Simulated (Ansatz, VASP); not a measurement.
**Two plane-wave programs on C**

Contents of INCAR:

```
PREC = Accurate
ENCUT = 520
EDIFF = 1E-7
ISMEAR = -1
SIGMA = 0.1
LREAL = F
LASPH = T
NELM = 100
ALGO = Fast
ISIF = 2
LWAVE = F
LCHARG = F
GGA = PS
NBANDS = 11
```

File KPOINTS:

```
regular mesh
0
Gamma
  23 23 6
```

The input POSCAR:

```
C
1.0
    1.6378043227      0.0000000000      0.0000000000
   -0.8189021613      1.4183801499      0.0000000000
    0.0000000000      0.0000000000      6.4753283998
C
2
Direct
    0.3333333333      0.6666666667      0.2500000000
    0.6666666667      0.3333333333      0.7500000000
```

Input for Ansatz:

```yaml
crystal:
  lattice:
    - [1.6378043227, 0.0, 0.0]
    - [-0.8189021613, 1.4183801499, 0.0]
    - [0.0, 0.0, 6.4753283998]
  atoms:
    - { symbol: C, position: [0.3333333333, 0.6666666667, 0.25] }
    - { symbol: C, position: [0.6666666667, 0.3333333333, 0.75] }
hamiltonian:
  xc: pbesol
  pseudopotentials:
    kind: paw
    azcp:
      C: "pseudopotentials/C.paw.azcp"
basis:
  ecutwfc: 420
  fft_grid_basis: typed
kpoints:
  mp_grid: { grid: [23, 23, 6], shift: [0, 0, 0] }
magnetization:
  spin_polarized: false
scf:
  occupations: { method: fermi_dirac, width: 0.1 }
  lower_state_search: "off"
output:
  stress: true
```

Alike in both runs: task single point; functional PBEsol; k mesh 23 × 23 × 6; occupations fermi-dirac, width 0.1 eV; no spin polarisation.

|  | VASP | Ansatz |
| --- | --- | --- |
| version | VASP 6.6.1 | Ansatz 0.2.0 |
| potentials or method | VASP PAW PBE potentials, release 64 (C) | plane waves (420 eV) with PAW, scalar-relativistic |
| plane-wave cutoff (eV) | 520 | 420 |
| valence electrons in the cell | 8 | 8 |

```csv
,VASP,Ansatz,Ansatz less VASP
pressure (GPa),27.4,27.3,-0.16
largest component of the traceless stress (GPa),28.07,27.80,-0.275
```

Ansatz warned: «pseudo_functional_mismatch».

Caveats: so large a pressure means that the cell lies far from this level's equilibrium, or that cutoff or potentials fall short (VASP); the potentials were made for another functional, which shifts forces and pressure (VASP).
